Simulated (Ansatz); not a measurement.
A run of Ansatz 0.2.0 is set up as follows.

The input input.yaml:

```yaml
crystal:
  lattice:
    - [3.81369522, 0.0, 0.0]
    - [0.0, 3.81369522, 0.0]
    - [0.0, 0.0, 4.8869133]
  atoms:
    - { symbol: Sn, position: [0.5, 0.0, 0.76462614] }
    - { symbol: Sn, position: [0.0, 0.5, 0.23537386] }
    - { symbol: O, position: [0.0, 0.0, 0.0] }
    - { symbol: O, position: [0.5, 0.5, 0.0] }
hamiltonian:
  xc: { name: BHLYP }
  pseudopotentials: { kind: paw }
kpoints:
  mp_grid: { grid: [4, 4, 3] }
  band_path:
    path:
      - [[0.0, 0.0, 0.0], [0.0, 0.5, 0.0], [0.5, 0.5, 0.0], [0.0, 0.0, 0.0], [0.0, 0.0, 0.5], [0.0, 0.5, 0.5], [0.5, 0.5, 0.5], [0.0, 0.0, 0.5]]
      - [[0.0, 0.5, 0.0], [0.0, 0.5, 0.5]]
      - [[0.5, 0.5, 0.0], [0.5, 0.5, 0.5]]
    npoints: 4
scf:
  occupations: { method: fermi_dirac, width: 0.05 }
  n_extra_bands: 10
output:
  forces: true
  stress: true
  eigenvalues: true
  fatbands: false
```

Potentials or basis: Ansatz PAW.

The run is started by

```bash
$ ansatz run input.yaml --threads 2 --pin off --max-ram 5632MiB --backend cpu --events-out ev --progress --plain --runs-dir out
```

(1) Estimate the pressure.

(2) Estimate the largest force.

Answers

(1) -0.6 GPa.

(2) 0.692 eV/Å.

Caveat: the k mesh is coarse (spacing up to 0.43 Å⁻¹), so the values aren't converged, least of all with exact exchange; the pressure holds a Pulay correction of +0.3 GPa for the finite cutoff; spin-orbit coupling is left out, which moves the levels of the heavy elements; the PAW data sets come from PBE, with cores solved anew for the run's functional, which leaves a small shift of forces and pressure; the thresholds are loose for stress.
